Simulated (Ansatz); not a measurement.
**One relaxed cell of PbSe at several levels**

A database entry relaxed whole under r2SCAN at zero pressure (Fm-3m, No. 225):

```xyz
2
Lattice="0.0000 3.0894 3.0894 3.0894 0.0000 3.0894 3.0894 3.0894 0.0000" Properties=species:S:1:pos:R:3 pbc="T T T"
Pb    0.0000    0.0000    0.0000
Se    3.0894    3.0894    3.0894
```

Its volume is 29.49 Å³ an atom, +2.8 % against the entry's 28.67, a measured cell (1987, 298 K).

Single points on this cell with plane-wave PAW DFT (Ansatz 0.2.0; r2SCAN 500 eV, hybrids 420 eV; fermi-dirac occupations of width 0.020 eV; no moments): r2SCAN on a 8×8×8 Γ-centred mesh; r2SCAN with spin-orbit coupling on a 8×8×8 Γ-centred mesh; HSE06 on a 8×8×8 Γ-centred mesh; PBE0 on a 8×8×8 Γ-centred mesh.

Q: How do gap, pressure and charges move from level to level?

A: The runs give:

```tsv
level	gap (eV), or kind	pressure (GPa)	Bader charge of Pb (e)	Bader charge of Se (e)
r2SCAN	0.67	0.0	+0.96	-0.96
r2SCAN with spin-orbit coupling	narrow gap	-0.3	+0.90	-0.90
HSE06	0.80	-0.2	+0.98	-0.98
PBE0	1.34	-0.1	+0.99	-0.99
```

Under r2SCAN the gap is 0.67 eV, over mesh and band path. HSE06 moves it by +0.13 eV and PBE0 by +0.67 eV; PBE0 keeps its exact exchange at long range, which widens the gap over HSE06's by 0.54 eV on their common mesh. Spin-orbit coupling cuts the r2SCAN gap to about 0.12 eV, a change that the hybrid values lack.

Caveats: the relaxation kept the start's symmetry; HSE06 is read on its mesh and at the zone's corners, PBE0 on its mesh alone; hybrid pressures are good to a few tenths of a GPa; pressure is positive in compression.
